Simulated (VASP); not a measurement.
# Li: drag along a line

Li, slab, 13 atoms in the cell. PBE, constrained relaxations along a path; PAW potentials Li_sv (PBE set).

Path: drag along a line, Li hops from a hollow site to the next hollow site of Li(100).

## Input

INCAR:
```
SYSTEM = Li
  PREC = Normal
  ENCUT = 500
  EDIFF = 1E-6
  ISMEAR = 1
  SIGMA = 0.1
  LREAL = .FALSE.
  LASPH = .TRUE.
  NELM = 100
  ALGO = Normal
  LWAVE = .FALSE.
  LCHARG = .FALSE.
  IBRION = 2
  NSW = 60
  ISIF = 2
  EDIFFG = -0.03
  POTIM = 0.5
  KPAR = 2
```

KPOINTS:
```
k-points
0
Gamma
  2 2 1
```

POSCAR.step1:
```
Li
1.0
    7.0186000000      0.0000000000      0.0000000000
    0.0000000000      7.0186000000      0.0000000000
    0.0000000000      0.0000000000     18.6793000000
Li
13
Selective dynamics
Direct
    0.0000000000      0.0000000000      0.3212111803  F F F
    0.5000000000      0.0000000000      0.3212111803  F F F
    0.0000000000      0.5000000000      0.3212111803  F F F
    0.5000000000      0.5000000000      0.3212111803  F F F
    0.2500000000      0.2500000000      0.4151467132  T T T
    0.7500000000      0.2500000000      0.4151467132  T T T
    0.2500000000      0.7500000000      0.4151467132  T T T
    0.7500000000      0.7500000000      0.4151467132  T T T
    0.0000000000      0.0000000000      0.5090822461  T T T
    0.5000000000      0.0000000000      0.5090822461  T T T
    0.0000000000      0.5000000000      0.5090822461  T T T
    0.5000000000      0.5000000000      0.5090822461  T T T
    0.2500000000      0.2500000000      0.5733244822  F T T
```

POSCAR.step2:
```
Li
1.0
    7.0186000000      0.0000000000      0.0000000000
    0.0000000000      7.0186000000      0.0000000000
    0.0000000000      0.0000000000     18.6793000000
Li
13
Selective dynamics
Direct
    0.0000000000      0.0000000000      0.3212111803  F F F
    0.5000000000      0.0000000000      0.3212111803  F F F
    0.0000000000      0.5000000000      0.3212111803  F F F
    0.5000000000      0.5000000000      0.3212111803  F F F
    0.2500000000      0.2500000000      0.4151467132  T T T
    0.7500000000      0.2500000000      0.4151467132  T T T
    0.2500000000      0.7500000000      0.4151467132  T T T
    0.7500000000      0.7500000000      0.4151467132  T T T
    0.0000000000      0.0000000000      0.5090822461  T T T
    0.5000000000      0.0000000000      0.5090822461  T T T
    0.0000000000      0.5000000000      0.5090822461  T T T
    0.5000000000      0.5000000000      0.5090822461  T T T
    0.1500000000      0.2500000000      0.5733244822  F T T
```

POSCAR.step3:
```
Li
1.0
    7.0186000000      0.0000000000      0.0000000000
    0.0000000000      7.0186000000      0.0000000000
    0.0000000000      0.0000000000     18.6793000000
Li
13
Selective dynamics
Direct
    0.0000000000      0.0000000000      0.3212111803  F F F
    0.5000000000      0.0000000000      0.3212111803  F F F
    0.0000000000      0.5000000000      0.3212111803  F F F
    0.5000000000      0.5000000000      0.3212111803  F F F
    0.2500000000      0.2500000000      0.4151467132  T T T
    0.7500000000      0.2500000000      0.4151467132  T T T
    0.2500000000      0.7500000000      0.4151467132  T T T
    0.7500000000      0.7500000000      0.4151467132  T T T
    0.0000000000      0.0000000000      0.5090822461  T T T
    0.5000000000      0.0000000000      0.5090822461  T T T
    0.0000000000      0.5000000000      0.5090822461  T T T
    0.5000000000      0.5000000000      0.5090822461  T T T
    0.0750000000      0.2500000000      0.5733244822  F T T
```

POSCAR.step4:
```
Li
1.0
    7.0186000000      0.0000000000      0.0000000000
    0.0000000000      7.0186000000      0.0000000000
    0.0000000000      0.0000000000     18.6793000000
Li
13
Selective dynamics
Direct
    0.0000000000      0.0000000000      0.3212111803  F F F
    0.5000000000      0.0000000000      0.3212111803  F F F
    0.0000000000      0.5000000000      0.3212111803  F F F
    0.5000000000      0.5000000000      0.3212111803  F F F
    0.2500000000      0.2500000000      0.4151467132  T T T
    0.7500000000      0.2500000000      0.4151467132  T T T
    0.2500000000      0.7500000000      0.4151467132  T T T
    0.7500000000      0.7500000000      0.4151467132  T T T
    0.0000000000      0.0000000000      0.5090822461  T T T
    0.5000000000      0.0000000000      0.5090822461  T T T
    0.0000000000      0.5000000000      0.5090822461  T T T
    0.5000000000      0.5000000000      0.5090822461  T T T
    0.0000000000      0.2500000000      0.5733244822  F T T
```

POSCAR.step5:
```
Li
1.0
    7.0186000000      0.0000000000      0.0000000000
    0.0000000000      7.0186000000      0.0000000000
    0.0000000000      0.0000000000     18.6793000000
Li
13
Selective dynamics
Direct
    0.0000000000      0.0000000000      0.3212111803  F F F
    0.5000000000      0.0000000000      0.3212111803  F F F
    0.0000000000      0.5000000000      0.3212111803  F F F
    0.5000000000      0.5000000000      0.3212111803  F F F
    0.2500000000      0.2500000000      0.4151467132  T T T
    0.7500000000      0.2500000000      0.4151467132  T T T
    0.2500000000      0.7500000000      0.4151467132  T T T
    0.7500000000      0.7500000000      0.4151467132  T T T
    0.0000000000      0.0000000000      0.5090822461  T T T
    0.5000000000      0.0000000000      0.5090822461  T T T
    0.0000000000      0.5000000000      0.5090822461  T T T
    0.5000000000      0.5000000000      0.5090822461  T T T
   -0.0750000000      0.2500000000      0.5733244822  F T T
```

POSCAR.step6:
```
Li
1.0
    7.0186000000      0.0000000000      0.0000000000
    0.0000000000      7.0186000000      0.0000000000
    0.0000000000      0.0000000000     18.6793000000
Li
13
Selective dynamics
Direct
    0.0000000000      0.0000000000      0.3212111803  F F F
    0.5000000000      0.0000000000      0.3212111803  F F F
    0.0000000000      0.5000000000      0.3212111803  F F F
    0.5000000000      0.5000000000      0.3212111803  F F F
    0.2500000000      0.2500000000      0.4151467132  T T T
    0.7500000000      0.2500000000      0.4151467132  T T T
    0.2500000000      0.7500000000      0.4151467132  T T T
    0.7500000000      0.7500000000      0.4151467132  T T T
    0.0000000000      0.0000000000      0.5090822461  T T T
    0.5000000000      0.0000000000      0.5090822461  T T T
    0.0000000000      0.5000000000      0.5090822461  T T T
    0.5000000000      0.5000000000      0.5090822461  T T T
   -0.1500000000      0.2500000000      0.5733244822  F T T
```

POSCAR.step7:
```
Li
1.0
    7.0186000000      0.0000000000      0.0000000000
    0.0000000000      7.0186000000      0.0000000000
    0.0000000000      0.0000000000     18.6793000000
Li
13
Selective dynamics
Direct
    0.0000000000      0.0000000000      0.3212111803  F F F
    0.5000000000      0.0000000000      0.3212111803  F F F
    0.0000000000      0.5000000000      0.3212111803  F F F
    0.5000000000      0.5000000000      0.3212111803  F F F
    0.2500000000      0.2500000000      0.4151467132  T T T
    0.7500000000      0.2500000000      0.4151467132  T T T
    0.2500000000      0.7500000000      0.4151467132  T T T
    0.7500000000      0.7500000000      0.4151467132  T T T
    0.0000000000      0.0000000000      0.5090822461  T T T
    0.5000000000      0.0000000000      0.5090822461  T T T
    0.0000000000      0.5000000000      0.5090822461  T T T
    0.5000000000      0.5000000000      0.5090822461  T T T
   -0.2500000000      0.2500000000      0.5733244822  F T T
```

Commands (each step's output is kept before the next begins):
```
cat potpaw_PBE.64/Li_sv/POTCAR > POTCAR
cp POSCAR.step1 POSCAR
mpirun -np 4 vasp_std > vasp.out
cp POSCAR.step2 POSCAR
mpirun -np 4 vasp_std > vasp.out
cp POSCAR.step3 POSCAR
mpirun -np 4 vasp_std > vasp.out
cp POSCAR.step4 POSCAR
mpirun -np 4 vasp_std > vasp.out
cp POSCAR.step5 POSCAR
mpirun -np 4 vasp_std > vasp.out
cp POSCAR.step6 POSCAR
mpirun -np 4 vasp_std > vasp.out
cp POSCAR.step7 POSCAR
mpirun -np 4 vasp_std > vasp.out
```

## Result

- Barrier (eV): 0.105
- Ionic steps, all stages: 121
- Electronic steps, all stages: 1587

Energy along the pull:

| Share of the way | Energy above the start (eV) |
|---|---|
| 0 | 0.000 |
| 0.2 | 0.023 |
| 0.35 | 0.074 |
| 0.5 | 0.105 |
| 0.65 | 0.074 |
| 0.8 | 0.023 |
| 1 | -0.000 |

The slab is body-centred cubic Li(100), in-plane cell 7.02 × 7.02 Å, with 2 × 2 k points.

Limits: the adatom repeats in each 2 x 2 surface cell, and the slab has three layers.

VASP 6.6.1 took 3564 s on 4 cores (Intel Xeon Platinum 8259CL @ 2.50GHz (Skylake/Cascade Lake)), a shared host.
